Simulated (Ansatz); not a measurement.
Below is the output of a Python script on Ansatz's Python interface that makes a test of the smearing width of IrO2, space group P4_2/mnm. Write a script that gives it. Use (first run): PBE, PAW, the default cutoff (420 eV here), 6×6×8 k-points, Fermi-Dirac smearing of 0.5 eV. The script varies width (eV): 0.5, 0.3, 0.2, 0.1.

```
CELL_PARAMETERS angstrom
4.50510 0.00000 0.00000
0.00000 4.50510 0.00000
0.00000 0.00000 3.15860
ATOMIC_POSITIONS crystal
Ir 0.00000 0.00000 0.00000
Ir 0.50000 0.50000 0.50000
O 0.30770 0.30770 0.00000
O 0.19230 0.80770 0.50000
O 0.69230 0.69230 0.00000
O 0.80770 0.19230 0.50000
```

```console
$ python smear_iro2.py
  width (eV)   F/atom (eV)    iterations       P (GPa)      k-points
         0.5   -4356.04700             6         9.024            50
         0.3   -4355.93859             6         6.358            50
         0.2   -4355.90337             6         5.634            50
         0.1   -4355.88066             6         5.147            50
0.5: -166.35 meV/atom
0.3: -57.94 meV/atom
0.2: -22.71 meV/atom
```

One script that gives this output:

Script `smear_iro2.py`:
```python
"""How the energy of IrO2 depends on the smearing."""

import warnings

import ansatz as az


def main() -> None:
    warnings.simplefilter("ignore", az.DeckWarning)

    xtal = (
        az.Lattice.from_parameters(4.5051, 4.5051, 3.1586, alpha=90, beta=90, gamma=90)
        .space_group(136, hermann_mauguin="P42/mnm")
        .atom("Ir", (0.0, 0.0, 0.0))
        .atom("O", (0.3077, 0.3077, 0.0))
    )

    calculation = (
        xtal.calculation()
        .functional(az.Functional.PBE)
        .pseudopotentials("paw")
        .kpoints(6, 6, 8)
        .stress()
    )

    rows = []
    for value in [0.5, 0.3, 0.2, 0.1]:
        summary = calculation.occupations("fermi_dirac", width=value).run(threads=1, backend="cpu").report
        rows.append((value, summary["free_energy_ev"] / len(summary["lattice"]["sites"]), summary["n_iterations"], sum(summary["stress_gpa"][i][i] for i in range(3)) / 3, summary["n_kpoints"]))

    print("  width (eV)   F/atom (eV)    iterations       P (GPa)      k-points")
    for row in rows:
        print(f"{str(row[0]):>12s}  {row[1]:12.5f}  {row[2]:12d}  {row[3]:12.3f}  {row[4]:12d}")

    # differences from the last row
    for row in rows[:-1]:
        shift = 1000 * (row[1] - rows[-1][1])
        print(f"{row[0]}: {shift:+.2f} meV/atom" + ("  (within 2 meV)" if abs(shift) < 2 else ""))


if __name__ == "__main__":
    main()
```

Going from 0.1 to 0.5 eV changes F by -166.3 meV an atom. With this scheme F falls roughly as the square of the width; the report's estimate for zero width (energy_sigma0_ev) moves by only -5.4 meV. The pressure moves from 5.15 to 9.02 GPa.

Notes:
- Spin is left out of this run.
- The mesh is modest for a metal, so energies can be off by several to tens of meV an atom and pressures by half a GPa or more; differences at equal mesh fare better.
- The smearing is wide enough that free energy and stress hold a thermal part of the electrons.
- The narrowest width needs the finest mesh, so the last row is no converged reference.
- Pressure is positive in compression.
- Spin-orbit coupling, which matters for elements this heavy, is left out.
- At these settings the cell as given stands under about 5 GPa, so it isn't at this functional's equilibrium volume.
- The structure is a deposited one; some such entries were measured under pressure or heat, so a shift against it needn't be the functional's error alone.
- The whole script took 17 s on 1 thread of Arm Neoverse V2 (shared host), peak memory 0.42 GiB.
